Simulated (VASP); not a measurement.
# LiCl (P6_3mc) in VASP: a series of runs

The runs below take LiCl through single point, with LDA.

Everything below comes from runs of VASP 6.6.1. Logs are shortened: lines on timing, memory, paths and dates and some standing lists are left out, and cuts for length are marked.

## Step 1: The cell of the first run

Symmetry: P6_3mc, No. 186, hexagonal system. Conventional cell: a = 3.729 Å, b = 3.729 Å, c = 6.675 Å, α = 90.00°, β = 90.00°, γ = 120.00°. Li (site symmetry 3m) is surrounded by 4 Cl at 2.30 to 2.52 Å. Around Cl (site symmetry 3m) lie 4 Li at 2.30 to 2.52 Å.

Measurements of this composition are mostly on another form, of space group No. 225.

## Step 2: Single point, LDA (strain -0.050 along x and y, +0.050 along z, atoms carried along)

Contents of INCAR:

```
SYSTEM = LiCl
  PREC = Accurate
  ENCUT = 520
  EDIFF = 1E-6
  ISMEAR = 0
  SIGMA = 0.05
  LREAL = .FALSE.
  LASPH = .TRUE.
  NELM = 80
  ALGO = Normal
  ISIF = 2
  LWAVE = .FALSE.
  LCHARG = .FALSE.
  NBANDS = 18
```

Contents of KPOINTS:

```
Automatic mesh
0
G
  9 9 4
  0 0 0
```

Contents of POSCAR:

```
LiCl
1.0
    3.7286380979      0.0000000000      0.0000000000
   -1.8643190490      3.2290953143      0.0000000000
    0.0000000000      0.0000000000      6.6750190500
Li Cl
2 2
Direct
    0.6666666667      0.3333333333      0.8760170000
    0.3333333333      0.6666666667      0.3760170000
    0.6666666667      0.3333333333      0.4989840000
    0.3333333333      0.6666666667      0.9989840000
```

Potentials or basis: VASP PAW LDA potentials, release 64 (Li_sv, Cl).

Started as:

```
$ cat potpaw_LDA.64/Li_sv/POTCAR potpaw_LDA.64/Cl/POTCAR > POTCAR
$ mpirun -np 1 vasp_std > vasp.out
```

OUTCAR:

```text
SYSTEM = LiCl
   PREC = Accurate
   ENCUT = 520
   EDIFF = 1E-6
   ISMEAR = 0
   LREAL = .FALSE.
   LASPH = .TRUE.
   NELM = 80
   ISIF = 2

 ion  position               nearest neighbor table
   1  0.667  0.333  0.876-   4 2.30   4 2.30   4 2.30   3 2.52
   2  0.333  0.667  0.376-   3 2.30   3 2.30   3 2.30   4 2.52
   3  0.667  0.333  0.499-   2 2.30   2 2.30   2 2.30   1 2.52
   4  0.333  0.667  0.999-   1 2.30   1 2.30   1 2.30   2 2.52

  LATTYP: Found a hexagonal cell.
 ALAT       =     3.7286380979
 C/A-ratio  =     1.7902029842

  Lattice vectors:

 A1 = (   3.7286380979,   0.0000000000,   0.0000000000)
 A2 = (  -1.8643190490,   3.2290953143,   0.0000000000)
 A3 = (   0.0000000000,   0.0000000000,   6.6750190500)

Analysis of symmetry for initial positions (statically):
=====================================================================
 Subroutine PRICEL returns:
 Original cell was already a primitive cell.

 Routine SETGRP: Setting up the symmetry group for a
 hexagonal supercell.

 Subroutine GETGRP returns: Found 12 space group operations
 (whereof  6 operations were pure point group operations)
 out of a pool of 24 trial point group operations.

The static configuration has the point symmetry C_3v.
 The point group associated with its full space group is C_6v.

Analysis of symmetry for dynamics (positions and initial velocities):
=====================================================================
 Subroutine PRICEL returns:
 Original cell was already a primitive cell.

 Routine SETGRP: Setting up the symmetry group for a
 hexagonal supercell.

 Subroutine GETGRP returns: Found 12 space group operations
 (whereof  6 operations were pure point group operations)
 out of a pool of 24 trial point group operations.

The dynamic configuration has the point symmetry C_3v.
 The point group associated with its full space group is C_6v.

 Subroutine INISYM returns: Found 12 space group operations
 (whereof  6 operations are pure point group operations),
 and found     1 'primitive' translations

----------------------------------------------------------------------------------------

                                     Primitive cell

  volume of cell :      80.3681

  direct lattice vectors                    reciprocal lattice vectors
     3.728638098  0.000000000  0.000000000     0.268194438  0.154842131  0.000000000
    -1.864319049  3.229095314  0.000000000     0.000000000  0.309684262  0.000000000
     0.000000000  0.000000000  6.675019050     0.000000000  0.000000000  0.149812307

  length of vectors
     3.728638098  3.728638098  6.675019050     0.309684262  0.309684262  0.149812307

  position of ions in fractional coordinates (direct lattice)
     0.666666667  0.333333333  0.876017000
     0.333333333  0.666666667  0.376017000
     0.666666667  0.333333333  0.498984000
     0.333333333  0.666666667  0.998984000

  ion indices of the primitive-cell ions
   primitive index   ion index
                 1           1
                 2           2
                 3           3
                 4           4

----------------------------------------------------------------------------------------

 KPOINTS: Automatic mesh

Automatic generation of k-mesh.
 Grid dimensions read from file:
 generate k-points for:    9    9    4

 Generating k-lattice:

  Cartesian coordinates                     Fractional coordinates (reciprocal lattice)
     0.029799382  0.017204681  0.000000000     0.111111111  0.000000000  0.000000000
     0.000000000  0.034409362  0.000000000     0.000000000  0.111111111  0.000000000
     0.000000000  0.000000000  0.037453077     0.000000000  0.000000000  0.250000000

  Length of vectors
     0.034409362  0.034409362  0.037453077

  Shift w.r.t. Gamma in fractional coordinates (k-lattice)
     0.000000000  0.000000000  0.000000000

 Subroutine IBZKPT returns following result:
 ===========================================

 Found     36 irreducible k-points:

 Following reciprocal coordinates:
            Coordinates               Weight
  0.000000  0.000000  0.000000      1.000000
  0.111111  0.000000  0.000000      6.000000
  0.222222  0.000000  0.000000      6.000000
  0.333333  0.000000  0.000000      6.000000
  0.444444  0.000000  0.000000      6.000000
  0.111111  0.111111  0.000000      6.000000
[... 16 lines left out ...]
  0.333333  0.222222  0.250000     24.000000
  0.333333  0.333333  0.250000      4.000000
 [... further k-points ...]
   k-points           NKPTS =     36   k-points in BZ     NKDIM =     36   number of bands    NBANDS=     18
   number of dos      NEDOS =    301   number of ions     NIONS =      4
   total plane-waves  NPLWV =  39200
   dimension x,y,z NGX =    28 NGY =   28 NGZ =   50
   dimension x,y,z NGXF=    56 NGYF=   56 NGZF=  100
   ions per type =               2   2
   NGX,Y,Z   is equivalent  to a cutoff of  12.48, 12.48, 12.45 a.u.
   NGXF,Y,Z  is equivalent  to a cutoff of  24.97, 24.97, 24.91 a.u.
 SYSTEM =  LiCl
   PREC   = accura    normal or accurate (medium, high low for compatibility)
   ISTART =      0    job   : 0-new  1-cont  2-samecut
   ICHARG =      2    charge: 1-file 2-atom 10-const
   ISPIN  =      1    spin polarized calculation?
   LNONCOLLINEAR =      F non collinear calculations
   LSORBIT =      F    spin-orbit coupling
   LASPH  =      T    aspherical Exc in radial PAW
   ENCUT  =  520.0 eV  38.22 Ry    6.18 a.u.   6.93  6.93 12.41*2*pi/ulx,y,z
   NELM   =     80;   NELMIN=  2; NELMDL= -5     # of ELM steps
   EDIFF  = 0.1E-05   stopping-criterion for ELM
   LREAL  =      F    real-space projection
   EDIFFG = 0.1E-04   stopping-criterion for IOM
   NSW    =      0    number of steps for IOM
   IBRION =     -1    ionic relax: 0-MD 1-quasi-New 2-CG
   NFREE  =      0    steps in history (QN), initial steepest desc. (CG)
   ISIF   =      2    stress and relaxation
   ISYM   =      2    0-nonsym 1-usesym 2-fastsym
   POTIM  = 0.5000    time-step for ionic-motion
   TEBEG  =    0.0;   TEEND  =   0.0 temperature during run
   PSTRESS=    0.0 pullay stress
   NELECT =      20.0000    total number of electrons
   NUPDOWN=      -1.0000    fix difference up-down
   EMIN   =  10.00;   EMAX   =-10.00  energy-range for DOS
   EFERMI =   0.00;   METHOD = LEGACY
   ISMEAR =     0;   SIGMA  =   0.05  broadening in eV -4-tet -1-fermi 0-gaus
   EFERMI_NEDOS =   21; number of points for ismear=-14 and -15
   IALGO  =     38    algorithm
   IMIX   =      4    mixing-type and parameters
     AMIX     =   0.40;   BMIX     =  1.00
     AMIX_MAG =   1.60;   BMIX_MAG =  1.00
  volume/ion in A,a.u.               =      20.09       135.59
  Fermi-wavevector in a.u.,A,eV,Ry     =   1.029731  1.945909 14.426872  1.060345
  Thomas-Fermi vector in A             =   2.163793
   LORBIT       =      0    0 simple, 1 ext, 2 COOP (PROOUT), +10 PAW based schemes
   GGA     = CA    functional components
   LHFCALC =     F    Hartree Fock is set to
   AEXX    =    0.0000 exact exchange contribution
   IVDW    =     0    specifies the selected vdW correction
   LEPSILON=     F    determine dielectric tensor
   LRPA    =     F    only Hartree local field effects (RPA)
 non-spin polarized calculation
 Gauss-broadening in eV      SIGMA  =   0.05
  energy-cutoff  :      520.00
  volume of cell :       80.37
 maximum number of plane-waves:      2178
 NGX is ok and might be reduce to    28
   NGX = 13   NGY = 13   NGZ = 25

 number of electron      20.0000004 magnetization

 Free energy of the ion-electron system (eV)
  ---------------------------------------------------
  ext. energy  EPLUGINS =         0.00000000
  ---------------------------------------------------
  free energy    TOTEN  =       -15.95781249 eV

  energy without entropy =      -15.95781249  energy(sigma->0) =      -15.95781249

 E-fermi :  -0.8553     XC(G=0):  -8.2857

 val. band max:       -1.1049236361   @ k =   0.0000   0.0000   0.0000
 cond. band min:       4.4394216727   @ k =   0.0000   0.0000   0.0000
 fundamental gap:      5.5443453088
 Fermi energy:        -0.8553264320

 k-point     1 :       0.0000    0.0000    0.0000
  band No.  band energies     occupation
      1     -42.9835      2.00000
      2     -42.9821      2.00000
      3     -13.8948      2.00000
      4     -13.6530      2.00000
      5      -3.3468      2.00000
      6      -1.3457      2.00000
[... 10 lines left out ...]
     17       9.7352      0.00000
     18       9.7352      0.00000

 k-point     2 :       0.1111    0.0000    0.0000
  band No.  band energies     occupation
      1     -42.9832      2.00000
      2     -42.9819      2.00000
      3     -13.8589      2.00000
      4     -13.6287      2.00000
      5      -3.2734      2.00000
      6      -1.5813      2.00000
[... 10 lines left out ...]
     17       9.8180      0.00000
     18      10.0150      0.00000

 k-point     3 :       0.2222    0.0000    0.0000
  band No.  band energies     occupation
      1     -42.9825      2.00000
      2     -42.9815      2.00000
      3     -13.7636      2.00000
      4     -13.5678      2.00000
      5      -3.0743      2.00000
      6      -2.1801      2.00000
[... 10 lines left out ...]
     17       9.8195      0.00000
     18      10.5034      0.00000

 k-point     4 :       0.3333    0.0000    0.0000
  band No.  band energies     occupation
      1     -42.9817      2.00000
      2     -42.9810      2.00000
      3     -13.6439      2.00000
      4     -13.5023      2.00000
      5      -2.9706      2.00000
      6      -2.6102      2.00000
[... 375 lines left out ...]
      4     -13.4924      2.00000
      5      -2.8700      2.00000
      6      -2.8350      2.00000
[... 10 lines left out ...]
     17      10.3137      0.00000
     18      10.9425      0.00000

 k-point    23 :       0.3333    0.2222    0.2500
  band No.  band energies     occupation
      1     -42.9808      2.00000
      2     -42.9806      2.00000
      3     -13.5018      2.00000
      4     -13.4636      2.00000
      5      -3.0800      2.00000
      6      -2.8202      2.00000
[... 10 lines left out ...]
     17      10.6267      0.00000
     18      11.2351      0.00000

 k-point    24 :       0.3333    0.3333    0.2500
  band No.  band energies     occupation
      1     -42.9806      2.00000
      2     -42.9806      2.00000
      3     -13.4654      2.00000
      4     -13.4654      2.00000
      5      -3.0098      2.00000
      6      -2.6079      2.00000
[... 10 lines left out ...]
     17      10.9806      0.00000
     18      11.6238      0.00000

 [... further k-points ...]

------------------------ aborting loop because EDIFF is reached ----------------------------------------

  FORCE on cell =-STRESS in cart. coord.  units (eV):
  Direction    XX          YY          ZZ          XY          YZ          ZX
  --------------------------------------------------------------------------------------
  -------------------------------------------------------------------------------------
  Total       -0.0305402     -0.0305402     -1.9293492      0.0000000      0.0000000      0.0000000
  in kB       -0.6088331     -0.6088331    -38.4625263      0.0000000      0.0000000      0.0000000
  external PRESSURE =     -13.2267308 kB  Pullay stress =       0.0000000 kB

 VOLUME and BASIS-vectors are now :
 -----------------------------------------------------------------------------
  energy-cutoff  :      520.00
  volume of cell :       80.37
      direct lattice vectors                 reciprocal lattice vectors
     3.728638098  0.000000000  0.000000000     0.268194438  0.154842131  0.000000000
    -1.864319049  3.229095314  0.000000000     0.000000000  0.309684262  0.000000000
     0.000000000  0.000000000  6.675019050     0.000000000  0.000000000  0.149812307

 POSITION                                       TOTAL-FORCE (eV/Angst)
 -----------------------------------------------------------------------------------
      1.86432      1.07637      5.84743         0.000000     -0.000000     -0.169739
     -0.00000      2.15273      2.50992        -0.000000     -0.000000     -0.169739
      1.86432      1.07637      3.33073         0.000000      0.000000      0.169739
     -0.00000      2.15273      6.66824         0.000000      0.000000      0.169739
 -----------------------------------------------------------------------------------
    total drift:                                0.000000      0.000000     -0.001382

  FREE ENERGIE OF THE ION-ELECTRON SYSTEM (eV)
  ---------------------------------------------------
  free  energy   TOTEN  =       -15.9578124925 eV

  energy  without entropy=      -15.9578124925  energy(sigma->0) =      -15.95781249
```

Run time: 22 s. Hardware: 1 thread of AMD EPYC 9R45 (Zen 5), shared host; peak memory 0.14 GiB.

What came out:

* Free energy: -15.9578 eV
* Largest force: 0.170 eV/Å
* Band gap on the k mesh: 5.54 eV, direct

Forces in eV/Å, atoms in the order of the input:
```
Li   0.000  0.000 -0.170
Li   0.000  0.000 -0.170
Cl   0.000  0.000  0.170
Cl   0.000  0.000  0.170
```

Caveat: the cutoff is under 1.25 times the usual one of these potentials, so pressure, stress and relaxed cells hold a basis-set (Pulay) error; an odd mesh through Γ misses points on the zone boundary, where band edges often lie.

## Step 3: Single point, LDA (strain -0.050 along x and y, -0.025 along z, atoms carried along)

Contents of INCAR:

```
SYSTEM = LiCl
PREC = Accurate ; ENCUT = 520
EDIFF = 1E-7 ; ISMEAR = 0
SIGMA = 0.05 ; LREAL = .FALSE.
LASPH = .TRUE. ; NELM = 80
ALGO = Normal ; ISIF = 2
LWAVE = .FALSE. ; LCHARG = .TRUE.
GGA = CA ; LELF = .TRUE.
LVHAR = .TRUE. ; NBANDS = 18
```

KPOINTS is that of step 2.

POSCAR, as its differences from that of step 2:

```diff
@@ -4,3 +4,3 @@
    -1.8643190490      3.2290953143      0.0000000000
-    0.0000000000      0.0000000000      6.6750190500
+    0.0000000000      0.0000000000      6.1982319750
 Li Cl
```

Potentials or basis: VASP PAW LDA potentials, release 64 (Li_sv, Cl).

Started as:

```
$ cat potpaw_LDA.64/Li_sv/POTCAR potpaw_LDA.64/Cl/POTCAR > POTCAR
$ mpirun -np 1 vasp_std > vasp.out
```

It took 23 s on 1 thread of AMD EPYC 9R45 (Zen 5), shared host; peak memory 0.14 GiB.

Results (log left out):

- Free energy: -16.0439 eV
- Largest force: 0.075 eV/Å
- Band gap on the k mesh: 5.97 eV, direct

Forces in eV/Å, atoms in the order of the input:
```
Li   0.000  0.000 -0.075
Li   0.000  0.000 -0.075
Cl   0.000  0.000  0.075
Cl   0.000  0.000  0.075
```

Levels at points of the mesh, in eV from the valence-band top:
| k point | band 8 | band 9 | band 10 | band 11 | band 12 | band 13 |
| --- | --- | --- | --- | --- | --- | --- |
| (0.00, 0.00, 0.00) | -0.04 | 0.00 | 0.00 | 5.97 | 8.26 | 9.94 |
| (0.00, 0.00, 0.50) | -0.18 | -0.18 | -0.18 | 7.35 | 7.35 | 10.14 |

Caveat: the cutoff is under 1.25 times the usual one of these potentials, so pressure, stress and relaxed cells hold a basis-set (Pulay) error; an odd mesh through Γ misses points on the zone boundary, where band edges often lie.

## Step 4: Single point, LDA (strain -0.025 along x and y, +0.000 along z, atoms carried along)

Contents of INCAR:

```
PREC = Accurate ; ENCUT = 520
EDIFF = 1E-6 ; ISMEAR = 0
SIGMA = 0.05 ; LREAL = F
LASPH = T ; NELM = 60
ALGO = Normal ; ISIF = 2
LWAVE = F ; LCHARG = F
GGA = CA ; NBANDS = 18
```

Contents of KPOINTS:

```
regular mesh
0
Gamma
  9 9 4
```

Contents of POSCAR:

```
LiCl
1.0
    3.8267601531      0.0000000000      0.0000000000
   -1.9133800766      3.3140715068      0.0000000000
    0.0000000000      0.0000000000      6.3571610000
Li Cl
2 2
Direct
    0.6666666667      0.3333333333      0.8760170000
    0.3333333333      0.6666666667      0.3760170000
    0.6666666667      0.3333333333      0.4989840000
    0.3333333333      0.6666666667      0.9989840000
```

Started as:

```
$ cat potpaw_LDA.64/Li_sv/POTCAR potpaw_LDA.64/Cl/POTCAR > POTCAR
$ mpirun -np 1 vasp_std > vasp.out
```

It took 21 s on 1 thread of AMD EPYC 9R45 (Zen 5), shared host; peak memory 0.14 GiB.

The run converged. Its results:

```
Free energy            : -16.0183 eV
Largest force          : 0.044 eV/Å
Band gap on the k mesh : 5.69 eV, direct
```

Forces on the atoms (eV/Å):
```
Li   0.000  0.000 -0.044
Li   0.000  0.000 -0.044
Cl   0.000  0.000  0.044
Cl   0.000  0.000  0.044
```

Levels at points of the mesh, in eV from the valence-band top:
```csv
k point,band 6,band 7,band 8,band 9,band 10,band 11,band 12,band 13,band 14,band 15
"(0.00, 0.00, 0.00)",-0.31,-0.31,-0.03,0.00,0.00,5.69,8.01,9.86,9.86,9.91
"(0.00, 0.00, 0.50)",-1.25,-0.16,-0.16,-0.16,-0.16,7.04,7.04,9.90,9.90,10.10
```

Caveat: the cutoff is under 1.25 times the usual one of these potentials, so pressure, stress and relaxed cells hold a basis-set (Pulay) error; an odd mesh through Γ misses points on the zone boundary, where band edges often lie.

## Step 5: Overview

```csv
cell,gap on the mesh (eV),largest force (eV/Å)
"strain -0.050 along x and y, +0.050 along z, atoms carried along",5.54,0.17
"strain -0.050 along x and y, -0.025 along z, atoms carried along",5.97,0.08
"strain -0.025 along x and y, +0.000 along z, atoms carried along",5.69,0.04
```

Alike in all rows: task single point; level LDA; potentials or basis VASP PAW LDA potentials, release 64 (Li_sv, Cl); no spin polarisation; k mesh 9 × 9 × 4; cutoff (eV) 520; smearing gaussian 0.05 eV.

Caveats: the cutoff is under 1.25 times the usual one of these potentials, so pressure, stress and relaxed cells hold a basis-set (Pulay) error; an odd mesh through Γ misses points on the zone boundary, where band edges often lie.

Total energies depend on the potentials used, so only differences within one code and one set of settings carry meaning.
